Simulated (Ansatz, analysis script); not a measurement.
## Free-standing square Co monolayer, spacing 2.65 Å: spin spirals and exchange

Aim: the energy of a free-standing square Co monolayer, spacing 2.65 Å as its moments wind into spirals of wavevector q.

Method: PBE, PAW set soft_1, in Ansatz 0.2.0.

### 1. The starting structure

The cell holds 1 atom: 1 Co. Its edges and angles: a = 2.650 Å, b = 2.650 Å, c = 14.000 Å, α = 90.0°, β = 90.0°, γ = 90.0°. An idealised lattice of chosen spacing, in vacuum. Vacuum lies along c.

### 2. Starting state

The work starts on two spin channels, which tell the size of the moments.

The input, input.yaml:

```yaml
crystal:
  lattice:
    - [2.65, 0.0, 0.0]
    - [0.0, 2.65, 0.0]
    - [0.0, 0.0, 14.0]
  atoms:
    - { symbol: Co, position: [0.0, 0.0, 0.5], spin: 2.0 }
magnetization:
  spin_polarized: true
kpoints:
  mp_grid: { grid: [8, 8, 1] }
hamiltonian:
  xc: pbe
  pseudopotentials: { kind: paw, azcp: { folder: soft_1 } }
scf:
  occupations: { method: fermi_dirac, width: 0.1 }
  max_iter: 120
  convergence: { dr2_threshold: 1.0e-08 }
  lower_state_search: "off"
output:
  write_density: true
  write_potential: true
  elf: true
  volumetric_format: npy
```

Started as:

```bash
> ansatz run input.yaml --threads 4 --pin off --max-ram 8192MiB --backend cpu --events-out ev --progress --plain --runs-dir out
```

Numbers of over 12 decimals in the logs are rounded to 6 here.

Output:

```text
Engine: ansatz 0.2.0, x86_64-unknown-linux-gnu
Pseudopotentials: kind: paw
Pseudopotential: Co, paw, valence charge 17, recommended cutoff 420 eV (normal), soft_1/Co.paw.azcp
Functional definition: PBE
  parameter kappa = 0.804
  parameter beta = 0.066725
  exchange = pbe_x(kappa = kappa, mu = beta*pi^2/3)
  correlation = pbe_c(beta = beta)
Crystal: 1 atoms, lattice volume = 98.315 Å³
Basis set: ecut = 420 eV, 1939 PW (Γ)
Bands: 14, of which v1, the nominal top of the filled ones, is band 9 counted from 1 (8 counted from 0)
Symmetry: 16 space group operations
Space group: P4/mmm (ITA 123), of the structure as read, at distance tolerance 4.6e-5 Å
Magnetic group: BNS 123.339 (UNI 999), of the structure as read, at distance tolerance 4.6e-5 Å
k-points: 15 of 64
Non-local potential: Co, projectors of the file, l = 0: 3, l = 1: 2, l = 2: 3, l = 3: 1
PAW form: soft (Blöchl's): semilocal exchange-correlation on the pseudo side does not see the compensation charge
PAW one-centre angular grid: Co, 590 points (default); XC on 64 Gauss nodes
Initial density: superposition of atomic densities (neutral atoms: chi_scale 0, normalization atom)
Starting moments: Σ|m| = 2 μB on 1 of 1 site
Initial wavefunctions: pseudopotential atomic-orbital guess
Functional: x = pbe(κ = 0.804, μ = 0.219515), c = pbe(β = 0.066725)
SCF iter   1: F=—  HF=-5124.253226 eV  |F-HF|=—  |Δ(HF+E_count)|=         —  Δρ=3.86e-2 (↑3.79e-2 ↓3.86e-2)  dr2=4.24e0  dr2_m=2.86e-2  M=1.815 μB ∫|m|=1.827 μB  β_m=0.30  ethr=3.10e-3  ⟨swp⟩=5.6  Hψ=2296  notcnv=0
preconditioner: auto → LDOS  [metal: Δε(μ)=0.018 eV  Ē_g=8.192 eV  σ=0.100 eV  W_gap=0.05  n_scr=8 (ndim 8)  ℏωp=11.2 eV  f_vac=0.694  D(μ)=3.81/eV (n_scr^D=30)]
spin=Collinear: LDOS preconditioning applied to the charge; magnetization (m = ρ↑ − ρ↓) channel mixes plain (no charge-response kernel on spin).
SCF iter   2: F=—  HF=-5123.894826 eV  |F-HF|=—  |Δ(HF+E_count)|=   3.58e-1  Δρ=2.51e-2 (↑2.51e-2 ↓1.15e-2)  dr2=1.23e0  dr2_m=6.34e-2  M=1.986 μB ∫|m|=1.996 μB  β_m=1.00  ethr=3.10e-3  ⟨swp⟩=2.4  Hψ=935  notcnv=0  defer=9
SCF iter   3: F=—  HF=-5123.759820 eV  |F-HF|=—  |Δ(HF+E_count)|=   1.35e-1  Δρ=1.34e-2 (↑1.34e-2 ↓5.00e-3)  dr2=2.60e-1  dr2_m=5.61e-2  M=2.100 μB ∫|m|=2.137 μB  β_m=1.00  ethr=3.10e-3  ⟨swp⟩=2.3  Hψ=581  notcnv=0  defer=9
SCF iter   4: F=—  HF=-5123.713310 eV  |F-HF|=—  |Δ(HF+E_count)|=   4.65e-2  Δρ=5.87e-3 (↑3.74e-3 ↓5.87e-3)  dr2=1.70e-2  dr2_m=1.51e-2  M=2.137 μB ∫|m|=2.216 μB  β_m=1.00  ethr=1.53e-3  ⟨swp⟩=2.8  Hψ=756  notcnv=0  defer=9
SCF iter   5: F=—  HF=-5123.741549 eV  |F-HF|=—  |Δ(HF+E_count)|=   2.82e-2  Δρ=3.51e-3 (↑1.97e-3 ↓3.51e-3)  dr2=1.42e-2  dr2_m=1.77e-3  M=2.143 μB ∫|m|=2.245 μB  β_m=1.00  ethr=1.00e-4  ⟨swp⟩=2.2  Hψ=691  notcnv=0  defer=7
SCF iter   6: F=—  HF=-5123.776400 eV  |F-HF|=—  |Δ(HF+E_count)|=   3.49e-2  Δρ=1.43e-3 (↑3.62e-4 ↓1.43e-3)  dr2=1.37e-3  dr2_m=3.86e-4  M=2.144 μB ∫|m|=2.254 μB  β_m=0.30  ethr=8.37e-5  ⟨swp⟩=2.6  Hψ=716  notcnv=0  defer=7
Mixer restart at iter 6: flushing history
spin-set hold released at iteration 6 (site moments contracting): the magnetisation degrees of freedom join the quasi-Newton model from the next iteration; the mixer history was flushed
SCF iter   7: F=—  HF=-5123.792524 eV  |F-HF|=—  |Δ(HF+E_count)|=   1.61e-2  Δρ=1.66e-3 (↑2.79e-4 ↓1.66e-3)  dr2=1.53e-3  dr2_m=6.20e-4  M=2.146 μB ∫|m|=2.262 μB  β_m=0.65  ethr=8.06e-6  ⟨swp⟩=2.1  Hψ=574  notcnv=0  defer=7
SCF iter   8: F=—  HF=-5123.812057 eV  |F-HF|=—  |Δ(HF+E_count)|=   1.95e-2  Δρ=1.16e-3 (↑6.19e-4 ↓1.16e-3)  dr2=4.47e-4  dr2_m=3.90e-4  M=2.147 μB ∫|m|=2.282 μB  β_m=0.82  ethr=8.06e-6  ⟨swp⟩=2.0  Hψ=823  notcnv=0  defer=7
SCF iter   9: F=—  HF=-5123.813748 eV  |F-HF|=—  |Δ(HF+E_count)|=   1.69e-3  Δρ=1.22e-3 (↑3.85e-4 ↓1.22e-3)  dr2=1.09e-3  dr2_m=2.38e-4  M=2.149 μB ∫|m|=2.288 μB  β_m=0.91  ethr=2.63e-6  ⟨swp⟩=2.1  Hψ=937  notcnv=0  defer=5
SCF iter  10: F=—  HF=-5123.815537 eV  |F-HF|=—  |Δ(HF+E_count)|=   1.79e-3  Δρ=1.05e-3 (↑2.34e-4 ↓1.05e-3)  dr2=8.15e-4  dr2_m=1.79e-4  M=2.147 μB ∫|m|=2.285 μB  β_m=0.96  ethr=2.63e-6  ⟨swp⟩=2.0  Hψ=696  notcnv=0  defer=5
SCF iter  11: F=—  HF=-5123.816438 eV  |F-HF|=—  |Δ(HF+E_count)|=   9.01e-4  Δρ=8.32e-4 (↑3.75e-4 ↓8.32e-4)  dr2=8.42e-4  dr2_m=5.87e-5  M=2.147 μB ∫|m|=2.284 μB  β_m=0.98  ethr=2.63e-6  ⟨swp⟩=2.0  Hψ=658  notcnv=0  defer=5
SCF iter  12: F=—  HF=-5123.816535 eV  |F-HF|=—  |Δ(HF+E_count)|=   9.73e-5  Δρ=2.20e-4 (↑1.35e-4 ↓2.20e-4)  dr2=7.79e-5  dr2_m=1.98e-6  M=2.148 μB ∫|m|=2.285 μB  β_m=0.81  ethr=2.63e-6  ⟨swp⟩=2.1  Hψ=678  notcnv=0  defer=5
SCF iter  13: F=—  HF=-5123.816523 eV  |F-HF|=—  |Δ(HF+E_count)|=   1.23e-5  Δρ=2.99e-5 (↑2.58e-5 ↓2.99e-5)  dr2=1.97e-6  dr2_m=1.45e-8  M=2.149 μB ∫|m|=2.286 μB  β_m=0.78  ethr=4.58e-7  ⟨swp⟩=2.2  Hψ=554  notcnv=0  defer=5
SCF iter  14: F=—  HF=-5123.816527 eV  |F-HF|=—  |Δ(HF+E_count)|=   4.09e-6  Δρ=6.15e-6 (↑1.25e-6 ↓6.15e-6)  dr2=1.35e-8  dr2_m=1.09e-8  M=2.149 μB ∫|m|=2.286 μB  β_m=0.74  ethr=1.16e-8  ⟨swp⟩=2.5  Hψ=585  notcnv=0  defer=6
iter 15 met the thresholds in force, and the SCF goes on: an eigenvalue changes by 1.90 meV, over its tolerance of 0.16 meV (output.eigenvalues, Limitations)
SCF iter  15: F=-5123.816527 eV  HF=-5123.816527 eV  |F-HF|=5.36e-9  |Δ(HF+E_count)|=   5.70e-8  Δρ=7.95e-7 (↑4.67e-7 ↓7.95e-7)  dr2=5.38e-10  dr2_m=2.40e-10  M=2.149 μB ∫|m|=2.286 μB  β_m=0.84  ethr=5.88e-11  ⟨swp⟩=6.0  Hψ=1756  notcnv=0
SCF iter  16: F=-5123.816527 eV  HF=-5123.816527 eV  |F-HF|=1.55e-11  |Δ(HF+E_count)|=   5.80e-9  Δρ=2.21e-7 (↑7.74e-8 ↓2.21e-7)  dr2=5.37e-11  dr2_m=8.11e-12  M=2.149 μB ∫|m|=2.286 μB  ethr=3.16e-12  ⟨swp⟩=2.1  Hψ=1526  notcnv=0
SCF 1 converged in 16 iterations: F = -5123.816527 eV  dr2 = 5.37e-11
  greatest PAW one-centre occupation: 1.002 electrons in one spin orbital (limit 2), on the Co atom at site 0 (counted from 0), in its partial waves of l = 1
WARN: The output density's exchange-correlation potential varies sharply where the density is thin. Do not read a vacuum level from v_tot or v_xc, or from such a field of the output density. On a cell that repeats whose density bears no net charge and no dipole along the vacuum's axis use v_es (v_loc + v_h of the components); under efield.dipole_correction with no amplitude use v_es + v_field, which holds any externa [...]
SCF converged after 16 iterations
an eigenvalue changed by more than its tolerance at an iteration that met the thresholds in force, so the SCF went on 1 time: the last check found none over its tolerance
Magnetization: 2.1486 μB (9.5743 up, 7.4257 down)
Absolute magnetization: 2.2859 μB (∫|ρ↑−ρ↓|, with the PAW one-centre terms)
Spin contamination: 0.0461 ħ² per cell (⟨S²⟩ above its minimum at these occupations)
Per-site moments (μB) at R_I (Å): [(2.170535, 1.093125)]
Free energy (F): -5123.816527 eV
Harris-Foulkes:  -5123.816527 eV  (|F-HF|=1.55e-11)
Internal energy: -5123.741748 eV  (E = F + TS)
E sigma→0 (E₀):  -5123.779138 eV
Entropy (-TS):   -0.074779 eV (-74.779 meV/atom)
Fermi energy:    -1.805806 eV
--- Per-component energies (eV) ---
  E_band       = -585.449927
  E_kinetic    = 285.413959
  E_local      = -10296.987806  (includes V_loc(G=0)·N_el)
  E_nonlocal   = 439.348537
  E_hartree    = 4829.704698
  E_xc         = -87.245972
  E_vxc        = -111.836765  (∫ρ·V_xc dr)
  E_paw        = -1575.480433  (= ΣΔE_a)
  E_vpaw       = -560.797813  (= ΣTr[D̂ρ^β])
  E_aug_tail   = -0.000026  (compensation charges beyond the density's cutoff)
  E_ewald      = 1281.505295
  E_smearing   = -0.074779  (= −TS)
  E_closure    = -0.000000  (closes the sum)
  Σ components = -5123.816527   (vs F -5123.816527, Δ=0.00e0)
--- Band table (eV; the first three rows and the last of 30) ---
  k-point 0 ↑: bands = [... 5 lower, -4.8038, -4.5864, -3.4317, -3.4317, -3.3915, -0.9657, 2.2681, 3.3936, ... 1 higher]
  k-point 1 ↑: bands = [... 5 lower, -4.6843, -4.5137, -3.6602, -3.4780, -3.4194, -0.4946, 2.5935, 3.7415, ... 1 higher]
  k-point 2 ↑: bands = [... 5 lower, -4.3537, -4.1069, -4.0743, -3.6806, -3.3899, 0.6924, 3.5701, 4.7680, ... 1 higher]
  k-point 14 ↓: bands = [... 5 lower, -2.5226, -2.5226, -1.1177, -0.6366, 4.0005, 4.0005, 7.8688, 8.5656, ... 1 higher]
```

Run time: 1.6 s. Hardware: 4 threads of Intel Xeon 6975P-C (Granite Rapids), shared host; peak memory 0.37 GiB; 3.1 s of CPU time.

Spin moment in the atom's sphere by atom:

```csv
atom,spin moment in the atom's sphere (μB)
Co1,2.17
```

The run ends ferromagnetic, with a net moment of 2.15 μB a cell. With one Co atom carrying the moment, parallel order of its images is forced by the cell, not found.

Spin density in the ca plane at fractional y = 0.000, with atoms of Co within 0.2 Å of it.

Ten even steps from '0' (0.0 e/Å³) to '9' (6.0 e/Å³), each cell a mean:
```
0000000000000000000352000000000000000000
0000000000000000000000000000000000000000
0000000000000000000000000000000000000000
0000000000000000000000000000000000000000
0000000000000000000000000000000000000000
0000000000000000000000000000000000000000
0000000000000000000131000000000000000000
0000000000000000001693000000000000000000
```
Columns run along c (14.0 Å), rows up along a (2.6 Å). Atoms in or near the plane, at fractional coordinates: Co at (0.50, 0.00).

Valence density in the ca plane at fractional y = 0.000, with atoms of Co within 0.2 Å of it. It is the smooth field of the valence electrons, not physical close to the nuclei.

Ten steps, logarithmic in the rise over the least value, from '0' (0 e/Å³) to '9' (41 e/Å³), each cell a mean:
```
0000000000000000014786200000000000000000
0000000000000000002453100000000000000000
0000000000000000001121000000000000000000
0000000000000000000010000000000000000000
0000000000000000000111000000000000000000
0000000000000000001332100000000000000000
0000000000000000013675200000000000000000
0000000000000000015897300000000000000000
```
Columns run along c (14.0 Å), rows up along a (2.6 Å). Atoms in or near the plane, at fractional coordinates: Co at (0.50, 0.00).

ELF in the ca plane at fractional y = 0.000, with atoms of Co within 0.2 Å of it. It is the smooth field of the valence electrons, not physical close to the nuclei.

Values, 5 rows by 16 columns, each cell a mean:
```
0.00 0.00 0.00 0.00 0.00 0.03 0.10 0.33 0.42 0.11 0.05 0.01 0.00 0.00 0.00 0.00
0.00 0.00 0.00 0.00 0.00 0.05 0.18 0.24 0.24 0.20 0.07 0.01 0.00 0.00 0.00 0.00
0.00 0.00 0.00 0.00 0.00 0.05 0.22 0.29 0.27 0.26 0.08 0.01 0.00 0.00 0.00 0.00
0.00 0.00 0.00 0.00 0.00 0.04 0.15 0.25 0.28 0.16 0.06 0.01 0.00 0.00 0.00 0.00
0.00 0.00 0.00 0.00 0.00 0.03 0.08 0.37 0.49 0.10 0.04 0.01 0.00 0.00 0.00 0.00
```
Columns run along c (14.0 Å), rows up along a (2.6 Å). Atoms in or near the plane, at fractional coordinates: Co at (0.50, 0.00).

### 3. Denser mesh

Levels at the Fermi energy are partly filled, so moments and energy differences can hang on the k-mesh, and the state is solved again on a denser one.

input.yaml, the sections that differ from step 2:

```yaml
crystal:
  lattice:
    - [2.65, 0.0, 0.0]
    - [0.0, 2.65, 0.0]
    - [0.0, 0.0, 14.0]
  atoms:
    - { symbol: Co, position: [0.0, 0.0, 0.5], spin: 2.17 }
kpoints:
  mp_grid: { grid: [20, 20, 1] }
basis:
  ecutwfc: 420.0
checkpoint:
  read: start
  write: ck
  compress: false
  write_wavefunctions: false
  write_every: 100000
# magnetization, hamiltonian, scf: as in step 2
# output: removed
```

Output:

```text
[...]
SCF converged after 9 iterations
Magnetization: 2.1156 μB (9.5578 up, 7.4422 down)
Absolute magnetization: 2.2538 μB (∫|ρ↑−ρ↓|, with the PAW one-centre terms)
[...]
Per-site moments (μB) at R_I (Å): [(2.139539, 1.093125)]
Free energy (F): -5123.812014 eV
[...]
Internal energy: -5123.730414 eV  (E = F + TS)
E sigma→0 (E₀):  -5123.771214 eV
Entropy (-TS):   -0.081599 eV (-81.599 meV/atom)
Fermi energy:    -1.747495 eV
[...]
```

Run time: 1.1 s. Hardware: 4 threads; peak memory 0.45 GiB; 3.7 s of CPU time.

Spin moment in the atom's sphere by atom:

| atom | spin moment in the atom's sphere (μB) |
| --- | --- |
| Co1 | 2.14 |

The run ends ferromagnetic, with a net moment of 2.12 μB a cell, against 2.15 μB on the first mesh.

Each spiral starts from these moments, tilted 30° from the rotation axis z (a cone), with their directions locked in the turning frame; energies are taken at the locked directions, corrected for the field of the lock. Spin–orbit coupling is switched off, so the energy does not depend on how the axis lies in the crystal. The folder named start holds the saved collinear state, from which each run begins.

### 4. q = (0, 0, 0)

The reference is the same input at q = 0, so that basis and exchange-correlation form match those at other q. Every q is chosen so that q/2 is a mesh vector: every spiral then samples the k-points of q = 0, and much mesh noise cancels.

input.yaml, the sections that differ from step 3:

```yaml
crystal:
  lattice:
    - [2.65, 0.0, 0.0]
    - [0.0, 2.65, 0.0]
    - [0.0, 0.0, 14.0]
  atoms:
    - { symbol: Co, position: [0.0, 0.0, 0.5], spin: 2.14, spin_axis: [0.5, 0.0, 0.866025] }
magnetization:
  noncollinear: true
  spin_spiral: { q: [0.0, 0.0, 0.0] }
  spin_locking: { lock_directions: true }
checkpoint:
  read: start
# kpoints, hamiltonian, scf, basis: as in step 3
```

Started as:

```bash
> ansatz run input.yaml --threads 1 --pin off --max-ram 2048MiB --backend cpu --events-out ev --progress --plain --runs-dir out
```

Output:

```text
Warning: magnetization.spin_spiral: disabling space-group detection — beside a Hubbard shell, its report or a lock it is not worked out which of the operations that keep the spiral keep those too, and one that does not would average them into another order's, and files of the run's orbitals state none, so no spatial operation reduces the k-mesh or symmetrises the density; of a planar spiral with no Hubbard correction or report and no files of its own orbitals, on a mesh that holds points beside their negatives, k and −k, whose spinors are each other's conjugates with the components exchanged, are solved as one point, and the moment along z is held at nought; [rest of the remark cut]
Warning: checkpoint.read: spin treatment differs: saved collinear, current noncollinear; the saved charge density seeds this run and the saved magnetisation is carried along the axis that this deck's starting moments share; the saved density holds an absolute magnetisation of 2.3e0 μB; saved orbitals and DFT+U occupations are not carried; the saved PAW projector densities are carried along that axis
Warning: checkpoint.read: magnetization.spin_spiral differs: saved none, current q = [0, 0, 0]; the saved state is no spin spiral's: the SCF starts from none of its orbitals and from its density, each atom's moment turned about z as a whole to its place on this deck's spiral. A spiral's own state at q: [0, 0, 0] serves better
[...]
Crystal: 1 atoms, lattice volume = 98.315 Å³
Basis set: ecut = 420 eV, 1939 PW (Γ)
Bands: 26, of which v1, the nominal top of the filled ones, is band 17 counted from 1 (16 counted from 0)
Symmetry: 1 space group operations
k-points: 400
Spin spiral: q = (0, 0, 0) of the reciprocal vectors; moments are told in the frame that turns with it, a site's in that at the site
[...]
SCF iter   1: F=-5123.812015 eV  HF=-5123.812015 eV  |F-HF|=1.73e-11  |Δ(HF+E_count)|=         —  Δρ=1.14e-6  dr2=6.74e-10  dr2_m=1.99e-10  ethr=1.46e-6  |M|=2.12e0 ∫|m|=2.25e0 μB  |m|>n=3.6e-2 m-floor=3.7e-2 τ_xc=2.9e-7 mc-row=3.7e-2 uncertified=6  β_m=0.30  ⟨swp⟩=3.4  Hψ=72810  notcnv=0
eigensolver tolerance schedule: the retry pair's looser diagonalisation over-reported the residual by 368824.10 of it (diagonalisation noise at an unbounded share of the residual, at the tolerance the schedule requests for it); recorded, not acted on — ethr = c·dr2/N_el stays at c = 1.0e-1
[...]
SCF iter   2: F=-5123.812015 eV  HF=-5123.812015 eV  |F-HF|=2.74e-9  |Δ(HF+E_count)|=   2.49e-7  Δρ=2.22e-6  dr2=3.07e-9  dr2_m=4.79e-11  ethr=3.97e-12  |M|=2.12e0 ∫|m|=2.25e0 μB  |m|>n=3.7e-2 m-floor=3.7e-2 τ_xc=3.4e-8 mc-row=3.7e-2 uncertified=4  ⟨swp⟩=4.8  Hψ=33552  notcnv=0
SCF 1 converged in 2 iterations: F = -5123.812015 eV  dr2 = 3.07e-9
[...]
SCF converged after 2 iterations
Stability not checked: this state was not tested for a lower state beside it, because a magnetisation constraint still acts at the end of the SCF (magnetization_constraint; see scf.lower_state_search)
Magnetization: |M| = 2.1156 μB,  M = (+1.0578, +0.0000, +1.8322) μB
Absolute magnetization: 2.2537 μB (∫|m|, with the PAW one-centre terms)
  site 0: m = (+1.0698, +0.0000, +1.8529) μB, |m| = 2.1395 μB  (R = 1.09 Å)
--- Magnetisation constraints (ε_frz = 1.0e-4 eV) ---
  site  kind           target                            achieved (μB)             |Δ|max (μB)  g (eV/μB)                    λ_eff  esc  ok   flags
  0     per_site_axis  ê (+0.500, +0.000, +0.866) ≥0.00  (+1.070, +0.000, +1.853)  9.23e-10     (+1.8e-9, +1.8e-9, -1.1e-9)  1.000  0    yes
Free energy (F): -5123.812015 eV
[...]
Internal energy: -5123.730416 eV  (E = F + TS)
E sigma→0 (E₀):  -5123.771215 eV
Entropy (-TS):   -0.081599 eV (-81.599 meV/atom)
Fermi energy:    -1.747497 eV
[...]
```

Wall time 43 s (1 thread); peak memory 1.8 GiB.

The largest moment is 2.14 μB, against 2.14 μB in the collinear run.

### 5. q = (0, 0.2, 0)

Only q changes. The cell stays that of the crystal, since the generalised Bloch theorem carries the rotation from cell to cell.

Changes to input.yaml since step 4:

```diff
@@ -21,3 +21,3 @@
   noncollinear: true
-  spin_spiral: { q: [0.0, 0.0, 0.0] }
+  spin_spiral: { q: [0.0, 0.2, 0.0] }
   spin_locking: { lock_directions: true }
```

Output:

```text
[...]
Crystal: 1 atoms, lattice volume = 98.315 Å³
Basis set: ecut = 420 eV, 1939 PW (Γ)
Bands: 26, of which v1, the nominal top of the filled ones, is band 17 counted from 1 (16 counted from 0)
Symmetry: 1 space group operations
k-points: 400
[...]
SCF iter  13: F=-5123.799233 eV  HF=-5123.799233 eV  |F-HF|=2.03e-9  |Δ(HF+E_count)|=   1.32e-8  Δρ=1.39e-6  dr2=2.92e-9  dr2_m=3.61e-10  ethr=5.88e-11  |M|=2.10e0 ∫|m|=2.26e0 μB  |m|>n=3.4e-2 m-floor=3.4e-2 τ_xc=9.2e-3 mc-row=3.4e-2 uncertified=84  ⟨swp⟩=1.0  Hψ=25188  notcnv=0
SCF 1 converged in 13 iterations: F = -5123.799233 eV  dr2 = 2.92e-9
[...]
SCF converged after 13 iterations
[...]
Magnetization: |M| = 2.1036 μB,  M = (+1.0364, -0.0000, +1.8306) μB
Absolute magnetization: 2.2571 μB (∫|m|, with the PAW one-centre terms)
  site 0: m = (+1.0562, -0.0000, +1.8506) μB, |m| = 2.1308 μB  (R = 1.09 Å)
--- Magnetisation constraints (ε_frz = 1.0e-4 eV) ---
[...]
0     per_site_axis  ê (+0.500, +0.000, +0.866) ≥0.00  (+1.056, -0.000, +1.851)  9.16e-3      (-1.8e-2, -7.3e-6, +1.1e-2)  1.000  0    yes
Free energy (F): -5123.799233 eV
[...]
Internal energy: -5123.716593 eV  (E = F + TS)
E sigma→0 (E₀):  -5123.757913 eV
Entropy (-TS):   -0.082640 eV (-82.640 meV/atom)
Fermi energy:    -1.718841 eV
[...]
```

The job ended after 1.9 min (1 thread; peak memory 1.8 GiB).

The energy of the cell lies 13.0 meV above that at q = 0, and the largest moment is 2.13 μB against 2.14 μB.

(Part 1 of 2 ends here.)

[Logs and program files are shortened in this print: banners, set-up blocks, solver, clock and traceback lines can be left out without a mark of their own.]

[Logs are printed without paths, hosts, clocks, repeated set-up lines and the standing remarks that a program may print on its own settings, such as how far it seeks lower states.]

[Hosts, paths, dates, database ids (printed as entryN), source tags and the programs' standing remarks are cut or masked in the printed files.]
